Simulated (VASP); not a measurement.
Here is a VASP 6.6.1 calculation.

The input INCAR:

```
SYSTEM = AlN
PREC = Accurate
ENCUT = 520
EDIFF = 1E-6
ISMEAR = 0
SIGMA = 0.03
LREAL = .False.
LASPH = .True.
NELM = 80
ALGO = Normal
ISIF = 2
LWAVE = .False.
LCHARG = .False.
GGA = PE
NBANDS = 16
ICORELEVEL = 1
```

File KPOINTS:

```
regular mesh
0
Gamma
  12 12 6
  0 0 0
```

The input POSCAR:

```
AlN                                     
1.0
    3.1278661649      0.0000000000      0.0000000000
   -1.5639330824      2.7088115564     -0.0000000000
    0.0000000000     -0.0000000000      5.0159256221
  Al              N             
     2     2
Direct
     0.3333333300000021    0.6666666699999979    0.9992990152342794
     0.6666666699999979    0.3333333300000021    0.4992990152342794
     0.3333333300000021    0.6666666699999979    0.3807009847657231
     0.6666666699999979    0.3333333300000021    0.8807009847657231
```

File KPOINTS_OPT:

```
explicit points
96
Reciprocal
 0.0000000000  0.0000000000  0.0000000000 1
 0.0555555556  0.0000000000  0.0000000000 1
 0.1111111111  0.0000000000  0.0000000000 1
 0.1666666667  0.0000000000  0.0000000000 1
 0.2222222222  0.0000000000  0.0000000000 1
 0.2777777778  0.0000000000  0.0000000000 1
 0.3333333333  0.0000000000  0.0000000000 1
 0.3888888889  0.0000000000  0.0000000000 1
 0.4444444444  0.0000000000  0.0000000000 1
 0.5000000000  0.0000000000  0.0000000000 1
 0.5000000000  0.0000000000  0.0000000000 1
 0.4814814815  0.0370370370  0.0000000000 1
 0.4629629630  0.0740740741  0.0000000000 1
 0.4444444444  0.1111111111  0.0000000000 1
 0.4259259259  0.1481481481  0.0000000000 1
 0.4074074074  0.1851851852  0.0000000000 1
 0.3888888889  0.2222222222  0.0000000000 1
 0.3703703703  0.2592592592  0.0000000000 1
 0.3518518518  0.2962962963  0.0000000000 1
 0.3333333333  0.3333333333  0.0000000000 1
 0.3333333333  0.3333333333  0.0000000000 1
 0.2962962963  0.2962962963  0.0000000000 1
 0.2592592592  0.2592592592  0.0000000000 1
 0.2222222222  0.2222222222  0.0000000000 1
 0.1851851852  0.1851851852  0.0000000000 1
 0.1481481481  0.1481481481  0.0000000000 1
 0.1111111111  0.1111111111  0.0000000000 1
 0.0740740741  0.0740740741  0.0000000000 1
 0.0370370370  0.0370370370  0.0000000000 1
 0.0000000000  0.0000000000  0.0000000000 1
 0.0000000000  0.0000000000  0.0000000000 1
 0.0000000000  0.0000000000  0.0555555556 1
 0.0000000000  0.0000000000  0.1111111111 1
 0.0000000000  0.0000000000  0.1666666667 1
 0.0000000000  0.0000000000  0.2222222222 1
 0.0000000000  0.0000000000  0.2777777778 1
 0.0000000000  0.0000000000  0.3333333333 1
 0.0000000000  0.0000000000  0.3888888889 1
 0.0000000000  0.0000000000  0.4444444444 1
 0.0000000000  0.0000000000  0.5000000000 1
 0.0000000000  0.0000000000  0.5000000000 1
 0.0555555556  0.0000000000  0.5000000000 1
 0.1111111111  0.0000000000  0.5000000000 1
 0.1666666667  0.0000000000  0.5000000000 1
 0.2222222222  0.0000000000  0.5000000000 1
 0.2777777778  0.0000000000  0.5000000000 1
 0.3333333333  0.0000000000  0.5000000000 1
 0.3888888889  0.0000000000  0.5000000000 1
 0.4444444444  0.0000000000  0.5000000000 1
 0.5000000000  0.0000000000  0.5000000000 1
 0.5000000000  0.0000000000  0.5000000000 1
 0.4814814815  0.0370370370  0.5000000000 1
 0.4629629630  0.0740740741  0.5000000000 1
 0.4444444444  0.1111111111  0.5000000000 1
 0.4259259259  0.1481481481  0.5000000000 1
 0.4074074074  0.1851851852  0.5000000000 1
 0.3888888889  0.2222222222  0.5000000000 1
 0.3703703703  0.2592592592  0.5000000000 1
 0.3518518518  0.2962962963  0.5000000000 1
 0.3333333333  0.3333333333  0.5000000000 1
 0.3333333333  0.3333333333  0.5000000000 1
 0.2962962963  0.2962962963  0.5000000000 1
 0.2592592592  0.2592592592  0.5000000000 1
 0.2222222222  0.2222222222  0.5000000000 1
 0.1851851852  0.1851851852  0.5000000000 1
 0.1481481481  0.1481481481  0.5000000000 1
 0.1111111111  0.1111111111  0.5000000000 1
 0.0740740741  0.0740740741  0.5000000000 1
 0.0370370370  0.0370370370  0.5000000000 1
 0.0000000000  0.0000000000  0.5000000000 1
 0.5000000000  0.0000000000  0.5000000000 1
 0.5000000000  0.0000000000  0.4444444444 1
 0.5000000000  0.0000000000  0.3888888889 1
 0.5000000000  0.0000000000  0.3333333333 1
 0.5000000000  0.0000000000  0.2777777778 1
 0.5000000000  0.0000000000  0.2222222222 1
 0.5000000000  0.0000000000  0.1666666667 1
 0.5000000000  0.0000000000  0.1111111111 1
 0.5000000000  0.0000000000  0.0555555556 1
 0.5000000000  0.0000000000  0.0000000000 1
 0.3333333333  0.3333333333  0.0000000000 1
 0.3333333333  0.3333333333  0.0555555556 1
 0.3333333333  0.3333333333  0.1111111111 1
 0.3333333333  0.3333333333  0.1666666667 1
 0.3333333333  0.3333333333  0.2222222222 1
 0.3333333333  0.3333333333  0.2777777778 1
 0.3333333333  0.3333333333  0.3333333333 1
 0.3333333333  0.3333333333  0.3888888889 1
 0.3333333333  0.3333333333  0.4444444444 1
 0.3333333333  0.3333333333  0.5000000000 1
 0.0000000000  0.0000000000  0.0000000000 1
 0.0000000000  0.0000000000  0.5000000000 1
 0.3333333333  0.3333333333  0.5000000000 1
 0.3333333333  0.3333333333  0.0000000000 1
 0.5000000000  0.0000000000  0.5000000000 1
 0.5000000000  0.0000000000  0.0000000000 1
```

Potentials or basis: VASP PAW PBE potentials, release 64 (Al, N).

Launch:

```sh
$ cat potpaw_PBE.64/Al/POTCAR potpaw_PBE.64/N/POTCAR > POTCAR
$ mpirun -np 1 vasp_std > vasp.out
```

Task: Predict the band gap on the k mesh.

Result: 4.06 eV, direct.

Task: Predict the largest force.

Result: 0.005 eV/Å.

Core levels (eV, on the scale of the bands):
| atom | levels |
| --- | --- |
| 1 Al | 1s -1497.3, 2s -94.7, 2p -56.1 |
| 2 Al | 1s -1497.3, 2s -94.7, 2p -56.1 |
| 3 N | 1s -367.9 |
| 4 N | 1s -367.9 |

**Experimental background.**

“Structural and optical properties of self-assembled AlN nanowires grown on SiO2/Si substrates by molecular beam epitaxy”, 2024, arxiv:2402.00216 quotes, for a bulk crystal of AlN at 0 K: band gap 6.0343 eV (an exciton energy, a little under the gap).

Against the measured gap of AlN, 6.0343 eV (an exciton energy, a little under the gap; 0 K; quoted in “Structural and optical properties of self-assembled AlN nanowires grown on SiO2/Si substrates by molecular beam epitaxy”, 2024, arxiv:2402.00216), the calculated 4.06 eV is off by -1.97 eV. 2 values of this kind are on record (6.034 to 6.0343 eV); this one was drawn at random. The value is that of PBE, without temperature or zero-point motion. Semilocal functionals fall short of measured gaps as a rule.
